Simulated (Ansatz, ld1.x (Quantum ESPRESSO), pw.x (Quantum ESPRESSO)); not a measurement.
## potassium (fcc): variants of one TM potential in the solid

* Element: potassium
* Generator: ld1.x (Quantum ESPRESSO) 7.5
* Type: norm-conserving Troullier–Martins (Kleinman–Bylander form)
* Functional: PBE
* Relativity: scalar-relativistic
* Frozen core: [Ar]
* Valence charge: 1
* Reference configuration: 4s1 4p0
* Partial waves: 4s (bound): rc 4.20 bohr; 4p (bound, empty): rc 3.60 bohr; 3d channel at 0.15 Ry: rc 3.75 bohr
* Local potential: all-electron potential smoothed inside 2.75 bohr (lloc = -1)
* Core correction: none

Crystal test: fcc K in pw.x 7.5, no spin, 9³ k-points, Fermi–Dirac smearing 0.01 Ry, cutoffs set for each file from its atomic test. The reference is all-electron LAPW (Ansatz 0.2.0) with the same functional, mesh and smearing; V0 and B0 come from Birch–Murnaghan fits to the pressures at five volumes. Errors are pseudo minus all-electron; Δ is the rms difference of the E(V) curves that follow from these fits, minima aligned, over ±6 % about the mean V0. Mesh and smearing are coarse, so the numbers serve the comparison and aren't converged zero-temperature values; the lattice is a test structure that the element need not adopt.

All-electron: a0 = 6.675 Å (V0 = 74.37 Å³/atom), B0 = 3.5 GPa.

Base: This is a poor potential for the solid. The logarithmic derivative shows an extra or strongly shifted pseudo pole above the reference energy (s near 0.22 Ry, p near 1.62 Ry).

1 further variants are left out: they gave no file fit for a test, a broken result, the same result as the base, or pressures whose basis-set error rivals the error shown.

```csv
change,cutoffs (Ry),pw.x,a0 (Å),a0 error (%),B0 error (%),Δ (meV/atom),mean pressure error (GPa)
base,35/140,converged,6.747,+1.08,-13.3,1.7,+0.10
core correction a·sin(br)/r model core inside 1.88 bohr,50/200,converged,6.642,-0.50,+3.2,0.9,-0.05
"all radii scaled by about 1.23 (s 5.16, p 4.42, d 4.60 bohr); local potential all-electron potential smoothed inside 3.38 bohr (lloc = -1)",35/140,converged,6.739,+0.95,-12.2,1.5,+0.09
local potential all-electron potential smoothed inside 3.52 bohr (lloc = -1),35/140,converged,6.732,+0.84,-12.3,1.3,+0.08
```

Task: Give the row for: local potential all-electron potential smoothed inside 2.90 bohr (lloc = -1).

Result: pw.x: converged; mean pressure error (GPa): +0.11; a0 (Å): 6.751; a0 error (%): +1.13; B0 error (%): -13.5; Δ (meV/atom): 1.8.
